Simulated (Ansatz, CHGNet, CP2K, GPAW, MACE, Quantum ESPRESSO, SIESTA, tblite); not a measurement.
# SIESTA on wurtzite SiC, size series (72 atoms): settings against a plane-wave reference, part 2 of 2

Wanted: SIESTA inputs and outputs for wurtzite SiC, size series (72 atoms), checked against a plane-wave reference.

Program: SIESTA 5.4.2; the method stands at each step. Banners, paths, timers and routine set-up lines are dropped from the logs unmarked, and long logs keep their key lines alone; longer cuts are marked. The potentials were converted by us to PSML.

So far. Step 3 (PBE, TZP, shift 0.01 Ry, mesh 300 Ry): Against the first run (5.2 %), the force difference from the reference is 5.4 %, at 1.4 times the CPU time, with 1224 basis functions against 936: size alone doesn't set the difference here. Step 3 (PBE, TZP, shift 0.01 Ry, mesh 300 Ry): The run ends at a pressure of 7.54 GPa, with forces up to 4.6 eV/Å.

**4. PBE, DZP, shift 0.005 Ry, mesh 300 Ry**

Method: Kohn-Sham DFT, PBE, PseudoDojo 0.4.1 norm-conserving pseudopotentials (converted to PSML), numerical atomic orbitals (DZP), diagonalisation.

input.fdf reads:

```
SystemLabel cell
NumberOfAtoms 72
NumberOfSpecies 2
%block ChemicalSpeciesLabel
  1 14 Si
  2 6 C
%endblock ChemicalSpeciesLabel
LatticeConstant 1.0 Ang
%block LatticeVectors
  9.22800 0.00000 0.00000
  -4.61400 7.99168 0.00000
  0.00000 0.00000 10.09600
%endblock LatticeVectors
PAO.BasisSize DZP
PAO.EnergyShift 0.005 Ry
XC.Functional GGA
XC.Authors PBE
MeshCutoff 300 Ry
%block kgrid_Monkhorst_Pack
  1 0 0 0.0
  0 1 0 0.0
  0 0 1 0.0
%endblock kgrid_Monkhorst_Pack
SolutionMethod diagon
OccupationFunction FD
ElectronicTemperature 580 K
SCF.Mixer.Method Pulay
SCF.Mixer.Weight 0.15
SCF.Mixer.History 8
SCF.Mix Hamiltonian
MaxSCFIterations 300
SCF.DM.Tolerance 1e-04
SCF.H.Tolerance 1.0e-3 eV
WriteForces T
Write.HirshfeldPop T
Write.VoronoiPop T
Write.DM F
Write.H F
XML.Write F
AtomicCoordinatesFormat Fractional
%block AtomicCoordinatesAndAtomicSpecies
[... 72 atom lines left out: the same atoms as in the first run ...]
%endblock AtomicCoordinatesAndAtomicSpecies
```

Command:

```bash
> OMP_NUM_THREADS=1 mpirun -np 2 siesta < input.fdf > output.txt
```

The program printed:

```text
Version         : 5.4.2
reinit: System Name:
reinit: System Label: cell
initatom: Reading input for the pseudopotentials and atomic orbitals ----------
Species number:   1 Atomic number:   14 Label: Si
Species number:   2 Atomic number:    6 Label: C
Ground state valence configuration (from tables):   3s02  3p02  3d00  4f00
[... lines left out ...]
        iscf     Eharris(eV)        E_KS(eV)     FreeEng(eV)     dDmax    Ef(eV) dHmax(eV)
[... lines left out ...]
SCF Convergence by DM+H criterion
[... lines left out ...]
SCF cycle converged after 12 iterations
[... lines left out ...]
   Max    4.677563
[... lines left out ...]
   Max    4.677563    constrained
Stress tensor Voigt[x,y,z,yz,xz,xy] (kbar):      -78.38      -80.18      -67.68        2.89        1.25      -10.04
[... lines left out ...]
siesta: FreeEng =    -10035.497215
[... lines left out ...]
siesta:         Fermi =      -5.392648
[... lines left out ...]
siesta:           0.00051267          0.00002769  Ry/Bohr**3
siesta:           0.04707108          0.00254232  eV/Ang**3
siesta:          75.41618761          4.07325256  kBar
    Orbital volume contribution        =          52.805799 eV
    (Free)E + p_basis*V_orbitals       =       -9982.691416 eV
    (Free)Eharris+ p_basis*V_orbitals  =       -9982.691416 eV
Hirshfeld Atomic Populations:
Atom #   charge [q] valence [e]  Species
     1     0.290630    3.709370  Si
     2    -0.288138    4.288138  C
     3     0.290484    3.709516  Si
     4    -0.289511    4.289511  C
     5     0.292841    3.707159  Si
     6    -0.289136    4.289136  C
[...]
--------------------
 Total    -0.000002
Voronoi Atomic Populations:
Atom #   charge [q] valence [e]  Species
[...]
69     0.403142    3.596858  Si
    70    -0.400433    4.400433  C
    71     0.397555    3.602445  Si
    72    -0.400038    4.400038  C
--------------------
 Total    -0.000001
```

Run time: 3.3 min. Hardware: 2 MPI ranks of Arm Neoverse V1, shared host; peak memory 1.4 GiB.

Against the reference:

| Quantity | Value |
| --- | --- |
| r.m.s. force component | 1.034 eV/Å |
| r.m.s. difference of force components | 56.73 meV/Å |
| longest difference of force vectors | 237.1 meV/Å |
| force difference over r.m.s. force | 5.769 % |
| slope of forces against the reference's | 1.051 |
| correlation of force components | 0.9997 |
| gap (highest filled to lowest empty level) | 1.986 eV |
| gap difference | -0.0089 eV |
| pressure | 7.542 GPa |
| pressure difference | 2.157 GPa |

Against the first run (5.2 %), the force difference from the reference is 5.8 %, at 1.5 times the CPU time.

**5. The ladder**

Differences are against the plane-wave reference, forces as r.m.s. over components; share is that over the reference's r.m.s. force, slope the least-squares factor from reference forces to these. Total energies of different programs have different zeros and aren't compared.

```
                                         run  Δ force, r.m.s. (meV/Å)  share (%)  slope  Δ pressure (GPa)  Δ gap (eV)  cores  CPU time  memory (GiB)
                                   reference                        -          -      -                 -           -      2     3 min           1.7
 SIESTA PBE, DZP, shift 0.01 Ry, mesh 300 Ry                     51.3       5.22  1.040              2.09      -0.029      2   4.3 min           1.2
 SIESTA PBE, TZP, shift 0.01 Ry, mesh 300 Ry                     53.3       5.42  1.044              2.15      0.0014      2   6.1 min           1.5
SIESTA PBE, DZP, shift 0.005 Ry, mesh 300 Ry                     56.7       5.77  1.051              2.16     -0.0089      2   6.5 min           1.4
```

CPU time is summed over cores on a shared host, where runs went side by side, so it is rough. Symmetry, cutoffs, thresholds, outputs and thread counts weren't matched or tuned between programs; memory under MPI is the largest rank's times the ranks.

Mean charges by element (e), by run and scheme:

```
                                         run     scheme     Si      C
 SIESTA PBE, DZP, shift 0.01 Ry, mesh 300 Ry  Hirshfeld  +0.27  -0.27
 SIESTA PBE, TZP, shift 0.01 Ry, mesh 300 Ry  Hirshfeld  +0.28  -0.28
SIESTA PBE, DZP, shift 0.005 Ry, mesh 300 Ry  Hirshfeld  +0.29  -0.29
```

A second geometry, displaced anew (every atom was moved at random, 0.08 Å r.m.s. a Cartesian component), gives an energy difference that all programs can be tested on. The reference puts it at 166.5 meV/atom.

| run | energy less the first geometry's (meV/atom) | error (meV/atom) | force share at the second geometry (%) |
| --- | --- | --- | --- |
| SIESTA PBE, DZP, shift 0.01 Ry, mesh 300 Ry | 173.7 | 7.16 | 5.24 |
| SIESTA PBE, TZP, shift 0.01 Ry, mesh 300 Ry | 174.9 | 8.36 | 5.48 |
| SIESTA PBE, DZP, shift 0.005 Ry, mesh 300 Ry | 175.4 | 8.84 | 5.89 |

**6. What came out**

* nearest in forces: SIESTA PBE, DZP, shift 0.01 Ry, mesh 300 Ry, 5.2 %
* its CPU time: 4.3 min

The PBE runs in local orbitals differ by 5.2 % (SIESTA PBE, DZP, shift 0.01 Ry, mesh 300 Ry) to 5.8 % (SIESTA PBE, DZP, shift 0.005 Ry, mesh 300 Ry); basis, grid and potentials can all enter. None of the electronic-structure runs in the table takes under half the reference's CPU time of 3 min; they take 1.4 to 2.2 times as much. At the same functional, gaps differ from the reference's 1.99 eV by between -0.03 and +0.00 eV. These are spacings on the run's k-points, which needn't hold the band edges. In pressure, SIESTA PBE, DZP, shift 0.005 Ry, mesh 300 Ry misses by +2.2 GPa, at the same functional. The mean charges agree among these rows within 0.02 e. The energy difference between the two geometries, 167 meV/atom in the reference, is met best by SIESTA PBE, DZP, shift 0.01 Ry, mesh 300 Ry (+7.16) and worst by SIESTA PBE, DZP, shift 0.005 Ry, mesh 300 Ry (+8.84). The reference's pressure holds the uncorrected Pulay stress of its 45 Ry basis, so small pressure differences, and their order, may be the reference's own error. The reference's pressure of 5.4 GPa belongs to a cell and atoms that aren't relaxed at this level. The electronic-structure runs sample only Γ, in a cell whose shortest periodic width is 8 Å.

[Also dropped from logs without a mark: logging warnings of Python, and SIESTA's first energy breakdown and zero terms.]

[Logs are printed without paths, hosts, clocks, repeated set-up lines and the standing remarks that a program may print on its own settings, such as how far it seeks lower states.]

[Hosts, paths, dates, database ids (printed as entryN), source tags and the programs' standing remarks are cut or masked in the printed files.]
